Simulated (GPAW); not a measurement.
# GaSb (F-43m) in GPAW: notebook

The runs below take GaSb through single point, atomic charges, with PBE, AM05, LDA.

All numbers are computed with GPAW 26.7.0; they aren't measurements. Logs are shortened: lines on timing, memory, paths and dates and some standing lists are left out, and cuts for length are marked. The log counts tension as positive stress, the text compression.

**Experimental background.**

A printed reference work, data compilation reports, for a bulk crystal of GaSb at 4.2 K: band gap 0.811 eV (direct).

How close the calculation comes is told below.

## Step 1: The crystal as given

It takes space group F-43m (No. 216, cubic). Conventional cell: a = 6.118 Å, b = 6.118 Å, c = 6.118 Å, α = 90.00°, β = 90.00°, γ = 90.00°. Around Sb (site symmetry -43m) lie 4 Ga at 2.65 Å. Ga (site symmetry -43m) has 4 Sb at 2.65 Å as nearest neighbours.

## Step 2: Single point, PBE

run.py reads:

```python
from ase.dft.bandgap import bandgap
from ase.io import write
from ase.spacegroup import crystal
from ase.units import GPa
from gpaw import GPAW, PW

# Sb 4c
# Ga 4a
atoms = crystal(['Sb', 'Ga'],
                basis=[[0.25, 0.25, 0.25],
                       [0.0, 0.0, 0.0]],
                spacegroup=216, setting=1,  # F-43m
                cellpar=[6.118, 6.118, 6.118, 90.0, 90.0, 90.0],
                primitive_cell=True)

calc = GPAW(mode=PW(400),
            xc='PBE',
            kpts={'size': (6, 6, 6), 'gamma': True},
            occupations={'name': 'fermi-dirac', 'width': 0.05},
            nbands=18,
            convergence={'density': 1e-05, 'energy': 1e-05},
            maxiter=80,
            txt='gpaw.txt')
atoms.calc = calc
energy = atoms.get_potential_energy()
forces = atoms.get_forces()
stress = atoms.get_stress()
calc.write('gs.gpw')
write('result.traj', atoms)
print(f'Energy: {energy:.6f} eV')
print('Forces (eV/A):')
print(forces.round(4))
print('Stress (GPa):', (stress / GPa).round(3))
print('Fermi level:', round(calc.get_fermi_level(), 4), 'eV')
print(f'Gap: {bandgap(calc)[0]:.4f} eV, direct: {bandgap(calc, direct=True)[0]:.4f} eV')
```

Potentials or basis: GPAW PAW data sets (gpaw-data 1.2.1), pw.

On the command line:

```sh
$ OMP_NUM_THREADS=1 python run.py
```

gpaw.txt:

```text
__  _  _
 | _ |_)|_||  |
 |__||  | ||/\| - 26.7.0

Input parameters:
  mode=PW(ecut=400.0),
  convergence={'density': 1e-05, 'energy': 1e-05},
  kpts=MonkhorstPack(size=(6, 6, 6), gamma=True),
  maxiter=80,
  nbands=18,
  occupations=Occupations(name='fermi-dirac', width=0.05),
  xc=XC(name='PBE')

Diagonalizing LCAO Hamiltonian
Converting LCAO to pw mode

            Sb

       Ga

Atoms  # Å, Bohr magnetons
|   | symbol |        x |        y |        z |    initial magnetic moments |
|---|--------|----------|----------|----------|-----------------------------|
| 0 |     Sb | 1.529500 | 1.529500 | 1.529500 | ( 0.0000,  0.0000,  0.0000) |
| 1 |     Ga | 0.000000 | 0.000000 | 0.000000 | ( 0.0000,  0.0000,  0.0000) |

Unit cell  # Å
| periodic |        x |        y |        z |  lengths |    angles |
|----------|----------|----------|----------|----------|-----------|
|      yes | 0.000000 | 3.059000 | 3.059000 | 4.326079 | 60.000000 |
|      yes | 3.059000 | 0.000000 | 3.059000 | 4.326079 | 60.000000 |
|      yes | 3.059000 | 3.059000 | 0.000000 | 4.326079 | 60.000000 |

Number of symmetries: 24
Symmetry operations  # r_c * U_cc + t_c -> r_c
|    | kind |            matrix            |
|----|------|------------------------------|
|  0 |  E   |  1, 0, 0,  0, 1, 0,  0, 0, 1 |
|  1 |  σ   |  1, 0, 0,  0, 0, 1,  0, 1, 0 |
|  2 |  σ   |  1, 0,-1,  0, 1,-1,  0, 0,-1 |
|  3 |  C3  |  1, 0,-1,  0, 0,-1,  0, 1,-1 |
|  4 |  C3  |  1,-1, 0,  0,-1, 1,  0,-1, 0 |
|  5 |  σ   |  1,-1, 0,  0,-1, 0,  0,-1, 1 |
|  6 |  σ   |  0, 1, 0,  1, 0, 0,  0, 0, 1 |
|  7 |  C3  |  0, 1, 0,  0, 0, 1,  1, 0, 0 |
|  8 |  C2  |  0, 1,-1,  1, 0,-1,  0, 0,-1 |
|  9 |  S4  |  0, 1,-1,  0, 0,-1,  1, 0,-1 |
| 10 |  C3  |  0, 0, 1,  1, 0, 0,  0, 1, 0 |
| 11 |  σ   |  0, 0, 1,  0, 1, 0,  1, 0, 0 |
| 12 |  S4  |  0, 0,-1,  1, 0,-1,  0, 1,-1 |
| 13 |  C3  |  0, 0,-1,  0, 1,-1,  1, 0,-1 |
| 14 |  S4  |  0,-1, 1,  1,-1, 0,  0,-1, 0 |
| 15 |  C2  |  0,-1, 1,  0,-1, 0,  1,-1, 0 |
| 16 |  C3  |  0,-1, 0,  1,-1, 0,  0,-1, 1 |
| 17 |  S4  |  0,-1, 0,  0,-1, 1,  1,-1, 0 |
| 18 |  S4  | -1, 1, 0, -1, 0, 1, -1, 0, 0 |
| 19 |  C3  | -1, 1, 0, -1, 0, 0, -1, 0, 1 |
| 20 |  C3  | -1, 0, 1, -1, 1, 0, -1, 0, 0 |
| 21 |  S4  | -1, 0, 1, -1, 0, 0, -1, 1, 0 |
| 22 |  σ   | -1, 0, 0, -1, 1, 0, -1, 0, 1 |
| 23 |  C2  | -1, 0, 0, -1, 0, 1, -1, 1, 0 |

BZ-sampling:
  Number of BZ points: 216
  Number of IBZ points: 16

  Monkhorst-Pack size: [6, 6, 6]
  Monkhorst-Pack shift: [0.08333333333333333, 0.08333333333333333, 0.08333333333333333]

K-points  # in reciprocal-cell coordinates
|     |                                coordinates |     weight |
|-----|--------------------------------------------|------------|
|   0 | (  0.00000000,   0.00000000,   0.00000000) | 0.00462963 |
|   1 | (  0.16666667,   0.16666667,   0.00000000) | 0.02777778 |
|   2 | (  0.16666667,   0.16666667,   0.16666667) | 0.03703704 |
|   3 | (  0.33333333,   0.16666667,   0.16666667) | 0.05555556 |
|   4 | (  0.33333333,   0.33333333,  -0.33333333) | 0.05555556 |
|   5 | (  0.33333333,   0.33333333,   0.00000000) | 0.02777778 |
|   6 | (  0.33333333,   0.33333333,   0.16666667) | 0.11111111 |
|   7 | (  0.33333333,   0.33333333,   0.33333333) | 0.03703704 |
|   8 | (  0.50000000,   0.33333333,  -0.33333333) | 0.11111111 |
|   9 | (  0.50000000,   0.33333333,  -0.16666667) | 0.05555556 |
| ... |                                            |            |
|  15 | (  0.50000000,   0.50000000,   0.50000000) | 0.01851852 |

Plane wave coefficients: 1056
Cutoff: 400.0 eV

Spin-components: 1 (collinear spins)
Bands:           18
Projectors:      11
Spin-degeneracy: 2
Datatype:        complex128

Density:
  Valence electrons: 18.0
  Components: 1
  Grid points: [20 20 20]
  Charge: 0.0  # |e|

Potential:
  Grid points: [20 20 20]

species:
  Sb:
    name:    Antimony
    Z:       51.0
    valence: 15
    core:    36
    charge:  0.0  # [|e|]
    compensation charges:
      type: gauss
      rc: 0.36  # [Å]
      lmax: 2
    cutoffs:
      filter: 2.23  # [Å]
      core: 2.23  # [Å]
    projectors
    | kind |    occ | energy [eV] | rcut [Å] |
    |------|--------|-------------|----------|
    |   5s |  2.000 |     -12.815 |    1.154 |
    |   5p |  3.000 |      -4.830 |    1.233 |
    |   4d | 10.000 |     -33.514 |    1.196 |
    |    s |        |      14.396 |    1.154 |
    |    p |        |      22.381 |    1.233 |
    |    d |        |      -6.303 |    1.196 |

    Using partial waves for Sb as LCAO basis

  Ga:
    name:    Gallium
    Z:       31.0
    valence: 3
    core:    28
    charge:  0.0  # [|e|]
    compensation charges:
      type: gauss
      rc: 0.37  # [Å]
      lmax: 2
    cutoffs:
      filter: 2.06  # [Å]
      core: 4.17  # [Å]
    projectors
    | kind |    occ | energy [eV] | rcut [Å] |
    |------|--------|-------------|----------|
    |   4s |  2.000 |      -8.945 |    1.164 |
    |   4p |  1.000 |      -2.580 |    1.164 |
    |    s |        |      18.266 |    1.164 |
    |    p |        |      24.631 |    1.164 |
    |    d |        |       0.000 |    1.164 |

    Using partial waves for Ga as LCAO basis

Reference energy: -229166.229777  # eV

eigensolver:
  PPCG
  Converge bands: occupied
  niter=2

density mixing:
  MSR1-Mixer
  Pratt-step length: 0.05
  Maximum mixing coefficient: 0.75
  Old densities: 10
  SVD Regularization: 0.005
  Good broyden scale: 1.0
  Trust region scale: 1.0
  Backstep threshold: 4.0
  History deletion threshold: 6.0
  Fourier metric: weight=20.0, sigma=0.015

occupation numbers:
  Fermi-Dirac:
    width: 0.0500  # eV

poisson solver:
  ecut: 3200.0  # eV

xc functional:
  name: PBE with 2 nearest neighbor stencil

convergence criteria:
- Maximum integral of absolute [dens]ity change: 1e-05 electrons / valence electron
- Maximum [total energy] change in last 3 cyles: 1e-05 eV / valence electron
- Maximum integral of absolute [eigenst]ate change: 4e-08 eV^2 / valence electron
maximum number of iterations: 80

SCF iterations
|iter     | |      energy | eigst |  dens |
|---------|-|-------------|-------|-------|
|iter:   1| |   -7.508546 | -0.08 |       |
|iter:   2| |   -7.510249 | -2.26 | -1.28 |
|iter:   3| |   -7.491118 | -2.60 | -1.31 |
|iter:   4| |   -7.493204 | -3.32 | -1.85 |
|iter:   5| |   -7.493582 | -4.31 | -2.59 |
|iter:   6| |   -7.493695 | -5.11 | -2.99 |
|iter:   7| |   -7.493696c| -6.69 | -4.15 |
|iter:   8| |   -7.493696c| -7.63c| -4.58 |
|iter:   9| |   -7.493696c| -8.21c| -5.36c|

Converged in 9 steps
Energy contributions relative to reference atoms: (reference = -229166.229777)

Energy contributions:
  Kinetic:          14.845067
  Coulomb:         -13.097735
  Zero:              0.238312
  External:          0.000000
  Xc:               -9.478867
  Entropy:          -0.000948
  Spinorbit:         0.000000
  ----------------------------
  Free energy:      -7.494170
  Extrapolated:     -7.493696

dipole moment: (-20.303183, -20.303183, -20.303183)  # |e|*Ang

Fermi level: 4.972
Eigenvalues  # (at kpt = [0.000, 0.000, 0.000])
| band index |      eig [eV] | occ [0-2] |
|------------|---------------|-----------|
|          0 |       -23.834 |     2.000 |
|          1 |       -23.834 |     2.000 |
|          2 |       -23.834 |     2.000 |
|          3 |       -23.816 |     2.000 |
|          4 |       -23.816 |     2.000 |
|          5 |        -6.556 |     2.000 |
|          6 |         4.889 |     1.681 |
|          7 |         4.889 |     1.681 |
|          8 |         4.889 |     1.681 |
|          9 |         4.976 |     0.952 |
|         10 |         7.703 |     0.000 |
|         11 |         7.703 |     0.000 |
|         12 |         7.703 |     0.000 |
|         13 |        10.740 |     0.000 |
|         14 |        13.613 |     0.000 |
|         15 |        13.613 |     0.000 |
|         16 |        14.429 |     0.000 |
|         17 |        14.429 |     0.000 |

Gap: 0.088 eV
Transition (v -> c):
  (s=0, k=0, n=8, [0.00, 0.00, 0.00]) -> (s=0, k=0, n=9, [0.00, 0.00, 0.00])
No difference between direct/indirect transitions

Forces  # eV/Ang
|        x |       y |        z |
|----------|---------|----------|
| -0.00000 | 0.00000 | -0.00000 |  # Sb   0
| -0.00000 | 0.00000 |  0.00000 |  # Ga   1

Stress tensor  # eV/Ang^3
|         x |         y |         z |
|-----------|-----------|-----------|
| -0.003134 |  0.000000 | -0.000000 |
|  0.000000 | -0.003134 |  0.000000 |
| -0.000000 |  0.000000 | -0.003134 |

# Writing to gs.gpw (mode='')
```

Wall time 6 s (1 thread of Arm Neoverse V1, shared host); peak memory 0.13 GiB.

The run converged, but some of its settings lie outside the range that counts as converged, so its numbers aren't taken as properties of the crystal.

What came out:

```
Free energy            : -7.4942 eV
Pressure               : 0.5 GPa
Band gap on the k mesh : 0.09 eV, direct
```

Caveat: the cutoff is short for stress and forces, so pressures can be off by a GPa or more; spin-orbit coupling is left out, which moves the levels of the heavy elements.

(Continued in part 2 of 2.)
